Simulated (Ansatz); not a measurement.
## Resistance of the fcc Cu(111) / fcc Pd(111) interface

Wanted: 2AR for the fcc Cu(111) / fcc Pd(111) interface, at several levels. Experiment: current-perpendicular-to-plane resistances of sputtered multilayers at 4.2 K give 2AR = 0.9 ± 0.1 fΩ m² (J. Bass, CPP magnetoresistance of magnetic multilayers: a critical review, arXiv:1511.07387 (2015), Table 10). Those interfaces are textured, rough and intermixed over some layers.

Main program and level: Ansatz 0.2.0; Ansatz plane-wave DFT, PBE, PAW files; ballistic transport by layer matching (Landauer), zero bias, in the first sound run; inputs show where later runs differ.

Most raw output is cut from this account.

### Step 1. The structure

The cell holds 18 atoms: 9 Cu and 9 Pd. Its edges and angles: a = 2.653 Å, b = 2.653 Å, c = 39.153 Å, α = 90.0°, β = 90.0°, γ = 120.0°. It derives from Cu and Pd. Regions: Cu, 9 atoms (9 Cu); Pd, 9 atoms (9 Pd). The structure's axis is c.

### Step 2. Transmission: PBE

Both metals share one in-plane lattice, the mean of the two, each at its own atomic volume. The two leads are named in the middle of each metal, so that only one of the cell's two interfaces is crossed. The mesh across the current, 54×54, is finer than the density's, because channels open and close sharply across the zone. Energies from -0.27 to 0.27 eV in steps of 0.036 eV cover the slope of the Fermi function at 300 K, so the program can form a conductance.

File input.yaml:

```yaml
crystal:
  lattice:
    - [2.6533333436, 0.0, 0.0]
    - [-1.3266666718, 2.2978540803, 0.0]
    - [0.0, 0.0, 39.1527780353]
  atoms:
    - { symbol: Cu, position: [0.0, 0.0, 0.0255409718] }
    - { symbol: Cu, position: [0.3333333333, 0.6666666667, 0.0750145878] }
    - { symbol: Cu, position: [0.6666666667, 0.3333333333, 0.1244882038] }
    - { symbol: Cu, position: [0.0, 0.0, 0.1739618197] }
    - { symbol: Cu, position: [0.3333333333, 0.6666666667, 0.2234354357] }
    - { symbol: Cu, position: [0.6666666667, 0.3333333333, 0.2729090517] }
    - { symbol: Cu, position: [0.0, 0.0, 0.3223826677] }
    - { symbol: Cu, position: [0.3333333333, 0.6666666667, 0.3718562837] }
    - { symbol: Cu, position: [0.6666666667, 0.3333333333, 0.4213298996] }
    - { symbol: Pd, position: [0.0, 0.0, 0.4768854552] }
    - { symbol: Pd, position: [0.3333333333, 0.6666666667, 0.5385229503] }
    - { symbol: Pd, position: [0.6666666667, 0.3333333333, 0.6001604455] }
    - { symbol: Pd, position: [0.0, 0.0, 0.6617979406] }
    - { symbol: Pd, position: [0.3333333333, 0.6666666667, 0.7234354357] }
    - { symbol: Pd, position: [0.6666666667, 0.3333333333, 0.7850729309] }
    - { symbol: Pd, position: [0.0, 0.0, 0.846710426] }
    - { symbol: Pd, position: [0.3333333333, 0.6666666667, 0.9083479211] }
    - { symbol: Pd, position: [0.6666666667, 0.3333333333, 0.9699854163] }
kpoints:
  mp_grid: { grid: [16, 16, 1] }
hamiltonian:
  xc: pbe
scf:
  occupations: { method: fermi_dirac, width: 0.1 }
output:
  transmission:
    leads: [[3, 4], [12, 13]]
    kmesh: [54, 54]
    e_range: [-0.27, 0.27]
    de: 0.036
  write_potential: true
  write_density: true
  volumetric_format: npy
  elf: true
```

On the command line:

```sh
ansatz run input.yaml --threads 8 --pin off --max-ram 15360MiB --backend cpu --events-out ev --progress --plain --runs-dir out
```

Elapsed: 3.8 min, on 8 threads of Arm Neoverse N1, shared host; peak memory 2.4 GiB; 21 min of CPU time.

Numbers from this step:

```
free energy                                                                : -122381.7585 eV
energy at zero smearing                                                    : -122381.5016 eV
Fermi energy                                                               : 18.53 eV
cell area                                                                  : 6.097 Å²
step of the lead's potential                                               : 0.9 meV
ballistic conductance of the lead                                          : 1.12e15 S/m²
estimated errors of the lead's conductance                                 : 0, 1, 0.2 % (band edges, k-mesh, distance from neutral)
lead conductance per cell                                                  : 0.8798 G₀
step of the upper lead's potential                                         : 0.2 meV
ballistic conductance of the upper lead                                    : 1.16e15 S/m²
conductance of the junction                                                : 6.53e14 S/m²
junction conductance per cell                                              : 0.5136 G₀
estimated errors of the junction's conductance                             : 0.5, 0.6, 1.6, 2.5, 1.9 % (energy step, band edges, k-mesh, leads' steps, distance from neutral)
area resistance that the stack adds (contact term taken off, spin by spin) : 0.6546 fΩ m²
```

Per spin. Table of transmission, zone mean by energy, zero at the Fermi level:

| energy (eV) | transmission, zone mean |
| --- | --- |
| -0.270 | 0.643 |
| -0.234 | 0.634 |
| -0.198 | 0.615 |
| -0.162 | 0.597 |
| -0.126 | 0.577 |
| -0.090 | 0.544 |
| -0.054 | 0.526 |
| -0.018 | 0.517 |
| 0.018 | 0.510 |
| 0.054 | 0.498 |
| 0.090 | 0.487 |
| 0.126 | 0.473 |
| 0.162 | 0.460 |
| 0.198 | 0.451 |
| 0.234 | 0.440 |
| 0.270 | 0.433 |

Per spin. Open channels, zone mean against energy, zero at the Fermi level:

| energy (eV) | lead | upper lead |
| --- | --- | --- |
| -0.270 | 0.843 | 1.47 |
| -0.234 | 0.847 | 1.37 |
| -0.198 | 0.872 | 1.27 |
| -0.162 | 0.876 | 1.16 |
| -0.126 | 0.876 | 1.04 |
| -0.090 | 0.876 | 0.977 |
| -0.054 | 0.876 | 0.952 |
| -0.018 | 0.880 | 0.911 |
| 0.018 | 0.880 | 0.921 |
| 0.054 | 0.880 | 0.857 |
| 0.090 | 0.896 | 0.841 |
| 0.126 | 0.906 | 0.793 |
| 0.162 | 0.904 | 0.746 |
| 0.198 | 0.904 | 0.674 |
| 0.234 | 0.902 | 0.611 |
| 0.270 | 0.902 | 0.514 |

Transmission over k1 and k2. At -0.0180 eV from the Fermi level (the log's summary may quote the solved energy on the other side of it).

Ten even steps from '0' (0.000) to '9' (1.000), each cell a mean:
```
126644322334574133111100011123
664532211112335275100000000001
354575111001137845420000000001
343199999889999962342000000001
332059999999999995023210000001
221059999999999999711121000001
331029999999999999980013200001
342029999999999999998401331001
443059999999999999999971144211
574189999999988899999999524653
134599999999988889999999997430
136548999999998888999999997355
434542399999999989999999992156
210234116999999999999999990134
200013310289999999999999960023
200000221018999999999999980013
100000012211699999999999991022
200000001232169999999999993133
200000000024426997763677897244
200000000001466520000000125466
410000000000254365432112345635
133222111222240055433322334560
```
Columns: k1 (b1) from -0.5 to 0.481; rows upwards: k2 (b2) from -0.5 to 0.481.

Open channels over k1 and k2. At -0.0180 eV from the Fermi level (the log's summary may quote the solved energy on the other side of it).

Values, 12 rows by 16 columns, each cell a mean:
```
1.00 1.00 1.00 1.00 1.00 1.00 1.00 1.00 1.00 1.00 0.75 0.44 0.44 0.44 0.55 0.96
1.00 1.00 1.00 1.00 1.00 1.00 1.00 1.00 1.00 1.00 0.88 0.18 0.00 0.00 0.00 0.63
1.00 1.00 1.00 1.00 1.00 1.00 1.00 1.00 1.00 1.00 1.00 0.97 0.41 0.00 0.00 0.59
1.00 1.00 1.00 1.00 1.00 1.00 1.00 1.00 1.00 1.00 1.00 1.00 1.00 0.65 0.05 0.59
1.00 1.00 1.00 1.00 1.00 1.00 1.00 1.00 1.00 1.00 1.00 1.00 1.00 1.00 0.96 0.98
1.00 1.00 1.00 1.00 1.00 1.00 1.00 1.00 1.00 1.00 1.00 1.00 1.00 1.00 1.00 1.00
1.00 1.00 1.00 1.00 1.00 1.00 1.00 1.00 1.00 1.00 1.00 1.00 1.00 1.00 1.00 1.00
0.98 0.71 0.98 1.00 1.00 1.00 1.00 1.00 1.00 1.00 1.00 1.00 1.00 1.00 1.00 1.00
0.89 0.00 0.22 0.88 1.00 1.00 1.00 1.00 1.00 1.00 1.00 1.00 1.00 1.00 1.00 1.00
0.89 0.00 0.00 0.08 0.70 1.00 1.00 1.00 1.00 1.00 1.00 1.00 1.00 1.00 1.00 1.00
0.93 0.06 0.00 0.00 0.00 0.53 1.00 1.00 1.00 1.00 1.00 1.00 1.00 1.00 1.00 1.00
1.00 0.86 0.67 0.67 0.67 0.76 1.00 1.00 1.00 1.00 1.00 1.00 1.00 1.00 1.00 1.00
```
Columns: k1 (b1) from -0.5 to 0.481; rows upwards: k2 (b2) from -0.5 to 0.481.

ELF in the ca plane at fractional y = 0.000, with atoms of Cu and Pd within 0.2 Å of it. It is the smooth field of the valence electrons, not physical close to the nuclei.

Ten even steps from '0' (0.15) to '9' (0.79), each cell a mean:
```
11111101672011111100111453540000000000000015
11000100110010001100001255520001100000110003
00000010000100000000000122200013310002321001
00000011101100000000000000000024420013441000
00000010000100000000000011100023320002431000
01000000000000000000001244410011110001210002
11001101441011001100011354530000000000000014
11112102993012111111111441441011000000110015
```
Columns run along c (16.0 Å, from fractional 0.24 to 0.65 of the cell), rows up along a (2.7 Å). Atoms in or near the plane, at fractional coordinates: Cu at (0.32, 0.00), Pd at (0.48, 0.00).

Valence density in the ca plane at fractional y = 0.000, with atoms of Cu and Pd within 0.2 Å of it. It is the smooth field of the valence electrons, not physical close to the nuclei.

Ten steps, logarithmic in the rise over the least value, from '0' (0 e/Å³) to '9' (44 e/Å³), each cell a mean:
```
00000015885100000000001367641000000000000014
00000002553000000000000245420001100001110013
00111000110001110011100122210012210002221001
00122100000002210012100001000013320012331000
00121000000001210012100011100013320012321000
00011001331000100001000134310011110001210002
00000014774100000000001356631000000000000014
00000015996100000000001467641000000000000025
```
Columns run along c (16.0 Å, from fractional 0.24 to 0.65 of the cell), rows up along a (2.7 Å). Atoms in or near the plane, at fractional coordinates: Cu at (0.32, 0.00), Pd at (0.48, 0.00).

Electrostatic potential energy in the ca plane at fractional y = 0.000, with atoms of Cu and Pd within 0.2 Å of it. With pseudopotentials it is smooth inside the atoms' cores, unlike the true potential.

Values in eV, 5 rows by 16 columns, each cell a mean:
```
 20  19   1 -25  16  19  20  19  -2 -26  15  18  20  19  19   6
 17  10  16   8  16  11  15  12  14   5  19   6  16  12  10  17
 15   3  18  18  14   6  12   7  19  16  19  -2  14   7   4  20
 18  14  11  -4  16  15  17  16   9  -8  18  11  18  15  14  14
 21  20  -3 -30  15  20  21  20  -6 -30  14  19  21  20  20   2
```
Columns run along c (16.0 Å, from fractional 0.24 to 0.65 of the cell; values clipped at the 3rd and 97th percentile), rows up along a (2.7 Å). Atoms in or near the plane, at fractional coordinates: Cu at (0.32, 0.00), Pd at (0.48, 0.00).

The larger of the two leads' potential steps is 0.9 meV from period to period, small in itself. The program estimates the junction's conductance to 1.6 % from the k-mesh, 1.9 % from the leads' distance from neutral and 2.5 % from their steps.

### Step 3. Resistance: PBE

This step: Ansatz plane-wave DFT, PBE, PAW files; ballistic transport by layer matching (Landauer), zero bias; specific resistance of one interface, 1/T less the mean of the leads' 1/N (Ansatz 0.2.0).

Numbers from this step:

```
area resistance                                           : 0.6550 fΩ m²
T over the leads' mean channel count                      : 0.5731
twice the interface resistance (2AR, or 2AR* for magnets) : 1.310 fΩ m²
```

Twice the interface resistance is 1.31 fΩ m² here, against 0.9 measured.

By hand, with T and the leads' channels N averaged over the energies near the Fermi level: RA = A (h/2e²)(1/T − ½[1/N₁ + 1/N₂]) = 6.097×10⁻²⁰ m² × 12 906 Ω × (1/0.5127 − ½[1/0.8789 + 1/0.9103]) = 0.655 fΩ m².

### Step 4. Transmission: PBE, coarse mesh, least span asked of the mesh across the current 40 Å

The same cell on a mesh a third as fine shows what a quick run would give. To save time only the energies from -0.06 to 0.06 eV are solved. The mesh is 18×18 and the cutoff, the files' own for this level, 420 eV.

This step: Ansatz plane-wave DFT, PBE, PAW files; ballistic transport by layer matching (Landauer), zero bias (Ansatz 0.2.0).

input.yaml, as its differences from that of step 2:

```diff
@@ -33,5 +33,5 @@
     leads: [[3, 4], [12, 13]]
-    kmesh: [54, 54]
-    e_range: [-0.27, 0.27]
-    de: 0.036
+    kmesh: [18, 18]
+    e_range: [-0.06, 0.06]
+    de: 0.04
   write_potential: true
@@ -39,2 +39 @@
   volumetric_format: npy
-  elf: true
```

Elapsed: 39 s, on 8 threads; peak memory 2.4 GiB.

The run finished; it serves as a test, and its numbers are not taken as the result.

### Step 5. Resistance: PBE, coarse mesh

This step: Ansatz plane-wave DFT, PBE, PAW files; ballistic transport by layer matching (Landauer), zero bias; specific resistance of one interface, 1/T less the mean of the leads' 1/N (Ansatz 0.2.0).

Numbers from this step:

| Property | Result |
| --- | --- |
| area resistance | 0.6280 fΩ m² |
| T over the leads' mean channel count | 0.5871 |
| twice the interface resistance (2AR, or 2AR* for magnets) | 1.256 fΩ m² |

Twice the interface resistance is 1.26 fΩ m² here, against 1.31 in the first run; 58.7 % of the two leads' mean channel count pass, 57.3 % before.

### Step 6. Transmission: LDA

The functional changes to LDA at the same atoms, which shifts d bands against the Fermi level. To save time only the energies from -0.06 to 0.06 eV are solved. The mesh is 54×54 and the cutoff, the files' own for this level, 420 eV.

This step: Ansatz plane-wave DFT, LDA, PAW files; ballistic transport by layer matching (Landauer), zero bias (Ansatz 0.2.0).

input.yaml, as its differences from that of step 4:

```diff
@@ -27,3 +27,3 @@
 hamiltonian:
-  xc: pbe
+  xc: lda
 scf:
@@ -33,3 +33,3 @@
     leads: [[3, 4], [12, 13]]
-    kmesh: [18, 18]
+    kmesh: [54, 54]
     e_range: [-0.06, 0.06]
```

The job ended after 72 s (8 threads; peak memory 2.4 GiB).

This step gave:

| Item | Value |
| --- | --- |
| free energy | -120602.0778 eV |
| energy at zero smearing | -120601.8179 eV |
| Fermi energy | 18.13 eV |
| step of the lead's potential | 1 meV |
| step of the upper lead's potential | 0.1 meV |

Per spin. Transmission, zone mean against energy, zero at the Fermi level:

| energy (eV) | transmission, zone mean |
| --- | --- |
| -0.0600 | 0.540 |
| -0.0200 | 0.526 |
| 0.0200 | 0.518 |
| 0.0600 | 0.504 |

Over the solved energies the transmission per spin lies between 0.504 and 0.540, out of 0.878 channels of the lead on average (up to 0.880).

### Step 7. Resistance: LDA

This step: Ansatz plane-wave DFT, LDA, PAW files; ballistic transport by layer matching (Landauer), zero bias; specific resistance of one interface, 1/T less the mean of the leads' 1/N (Ansatz 0.2.0).

Numbers from this step:

```yaml
area_resistance: 0.6333 fΩ m²
t_over_the_leads_mean_channel_count: 0.5796
twice_the_interface_resistance_2ar_or_2ar_star_for_magnets: 1.267 fΩ m²
```

Twice the interface resistance is 1.27 fΩ m² here, against 1.31 in the first run; 58.0 % of the two leads' mean channel count pass, 57.3 % before.

### Step 8. Transmission: r2SCAN, cutoff 500 eV

The same with r2SCAN, the dearer rung. To save time only the energies from -0.06 to 0.06 eV are solved. The mesh is 54×54 and the cutoff, the files' own for this level, 500 eV.

This step: Ansatz plane-wave DFT, r2SCAN, PAW files; ballistic transport by layer matching (Landauer), zero bias (Ansatz 0.2.0).

input.yaml, as its differences from that of step 6:

```diff
@@ -27,3 +27,3 @@
 hamiltonian:
-  xc: lda
+  xc: r2scan
 scf:
```

Total energies of two functionals don't compare. The cutoff isn't typed and follows the default for these files.

Run time: 2 min. Hardware: 8 threads; peak memory 3.4 GiB; 16 min of CPU time.

Numbers from this step:

```yaml
free_energy: -122552.4651 eV
energy_at_zero_smearing: -122552.2267 eV
fermi_energy: 18.32 eV
step_of_the_lead_s_potential: 1.1 meV
step_of_the_upper_lead_s_potential: 0.5 meV
```

Per spin. Transmission, zone mean against energy, zero at the Fermi level:

| energy (eV) | transmission, zone mean |
| --- | --- |
| -0.0600 | 0.511 |
| -0.0200 | 0.496 |
| 0.0200 | 0.486 |
| 0.0600 | 0.484 |

Over the solved energies the transmission per spin lies between 0.484 and 0.511, out of 0.880 channels of the lead on average (up to 0.884).

### Step 9. Resistance: r2SCAN

This step: Ansatz plane-wave DFT, r2SCAN, PAW files; ballistic transport by layer matching (Landauer), zero bias; specific resistance of one interface, 1/T less the mean of the leads' 1/N (Ansatz 0.2.0).

This step gave:

```
area resistance                                           : 0.7057 fΩ m²
T over the leads' mean channel count                      : 0.5569
twice the interface resistance (2AR, or 2AR* for magnets) : 1.411 fΩ m²
```

Twice the interface resistance is 1.41 fΩ m² here, against 1.31 in the first run; 55.7 % of the two leads' mean channel count pass, 57.3 % before.

(Part 1 of 2 ends here.)

[Logs are printed without paths, hosts, clocks, repeated set-up lines and the standing remarks that a program may print on its own settings, such as how far it seeks lower states.]

[Hosts, paths, dates, database ids (printed as entryN), source tags and the programs' standing remarks are cut or masked in the printed files.]
